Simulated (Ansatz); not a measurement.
# InSb: the cost of one run

Program: Ansatz 0.2.0. Level of theory: DFT PBE, scalar-relativistic, plane waves, PAW. These are calculated values, not measurements.

1 further run of the same task is left out (set aside as unsound or not needed).

## 1. The structure to begin with

It takes space group F-43m (No. 216, cubic). Conventional cell: a = 6.635 Å, b = 6.635 Å, c = 6.635 Å, α = 90.00°, β = 90.00°, γ = 90.00°. Around In (site symmetry -43m) lie 4 Sb at 2.87 Å. Sb (site symmetry -43m) has 4 In at 2.87 Å in its first shell of neighbours.

Coordinates:

```
CELL_PARAMETERS angstrom
0.00000 3.31742 3.31742
3.31742 0.00000 3.31742
3.31742 3.31742 0.00000
ATOMIC_POSITIONS crystal
In 0.00000 0.00000 0.00000
Sb 0.25000 0.25000 0.25000
```

It is the result of an earlier relaxation at this level (volume 36.51 Å³/atom; gap on the mesh: none (metal)).

## 2. Building the cluster of 12 host atoms, cut as a cube about point 0.22 0.01 0.23, shaken

The cluster is cut from the relaxed crystal and set in a periodic box with vacuum round it. Its excess energy counts from the bulk, -6041.2940 eV an atom.

The cell holds 6 In, 6 Sb: a = 16.800 Å, b = 15.400 Å, c = 15.700 Å, α = 90.00°, β = 90.00°, γ = 90.00°.

## 3. Relaxing it

Input file input.yaml:

```yaml
crystal:
  lattice:
    - [16.8, 0.0, 0.0]
    - [0.0, 15.4, 0.0]
    - [0.0, 0.0, 15.7]
  atoms:
    - { symbol: In, position: [0.4463724946, 0.5024169995, 0.3952808086], spin: 0.4 }
    - { symbol: Sb, position: [0.5486963235, 0.6190261677, 0.2857275487], spin: 0.4 }
    - { symbol: Sb, position: [0.5524090281, 0.5998889355, 0.7138560548], spin: 0.4 }
    - { symbol: In, position: [0.447258048, 0.2855796455, 0.594922624], spin: 0.4 }
    - { symbol: In, position: [0.4533831543, 0.711349791, 0.6066604461], spin: 0.4 }
    - { symbol: Sb, position: [0.5447722178, 0.3883828593, 0.5144736799], spin: 0.4 }
    - { symbol: In, position: [0.2625858145, 0.5035016698, 0.611415411], spin: 0.4 }
    - { symbol: In, position: [0.6454978239, 0.5025573416, 0.6178631815], spin: 0.4 }
    - { symbol: Sb, position: [0.3536441197, 0.61054118, 0.5088173348], spin: 0.4 }
    - { symbol: Sb, position: [0.7347732094, 0.6095462049, 0.4970704112], spin: 0.4 }
    - { symbol: In, position: [0.6444569166, 0.708525576, 0.3983534918], spin: 0.4 }
    - { symbol: Sb, position: [0.3518608805, 0.3947148523, 0.7060544508], spin: 0.4 }
basis:
  ecutwfc: 420
kpoints:
  mp_grid: { grid: [1, 1, 1] }
hamiltonian:
  xc: pbe
scf:
  occupations: { method: gaussian, width: 0.05 }
output:
  forces: true
  eigenvalues: true
  populations: true
  write_density: true
  write_potential: true
  elf: true
  volumetric_format: npy
magnetization:
  spin_polarized: true
relax:
  adjacent_minimum: "off"
  f_tol: 0.03
  max_steps: 40
```

The run is started by

```bash
> ansatz run input.yaml --threads 4 --pin off --max-ram 11264MiB --backend cpu --events-out ev --progress --plain --runs-dir out
```

**Question.** How long does this run take on 4 threads of Intel Xeon Platinum 8488C (Sapphire Rapids), shared host, and how much memory does it need?

About 16 min, with a peak of 3.8 GiB.
